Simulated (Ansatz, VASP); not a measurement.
Al2O3 in VASP and in Ansatz

```xyz
10
Lattice="4.6138 0.0000 0.0000 0.0000 9.5633 0.0000 0.0000 0.0000 3.1199" Properties=species:S:1:pos:R:3 pbc="T T T"
Al    4.5352    7.8856    0.0000
Al    0.0785    1.6777    0.0000
Al    2.2283    6.4593    1.5599
Al    2.3854    3.1040    1.5599
O     2.3069    4.7816    1.5599
O     0.5704    7.2016    1.5599
O     1.7365    2.4200    0.0000
O     2.8773    7.1433    0.0000
O     0.0000    0.0000    0.0000
O     4.0434    2.3617    1.5599
```

Measurements of this composition are mostly on another form, of space group No. 167.

Alike in both runs: task band structure; functional PBE; k mesh 6 × 3 × 9; occupations fermi-dirac, width 0.05 eV; no spin polarisation.

|  | VASP | Ansatz |
| --- | --- | --- |
| version | VASP 6.6.1 | Ansatz 0.2.0 |
| potentials or method | VASP PAW PBE potentials, release 64 (Al, O) | Ansatz PAW |
| plane-wave cutoff (eV) | 520 | 420 |
| valence electrons in the cell | 48 | 48 |

```csv
,VASP,Ansatz,Ansatz less VASP
gap on the k mesh at the Fermi level (eV),3.51,3.52,+0.012
least direct gap on the mesh (eV),3.51,3.52,+0.012
gap along the band path (eV),3.51,3.52,+0.012
pressure (GPa),-0.1,0.0,+0.06
largest component of the traceless stress (GPa),3.08,2.94,-0.134
rms of the force components (eV/Å),0.075,0.072,-0.0025
```

Atom by atom the forces differ by 0.010 eV/Å (rms over components).

Caveats: the pressure holds a Pulay correction of +0.5 GPa for the finite cutoff (Ansatz). PBE gaps usually lie below the measured ones, often by a third to a half.
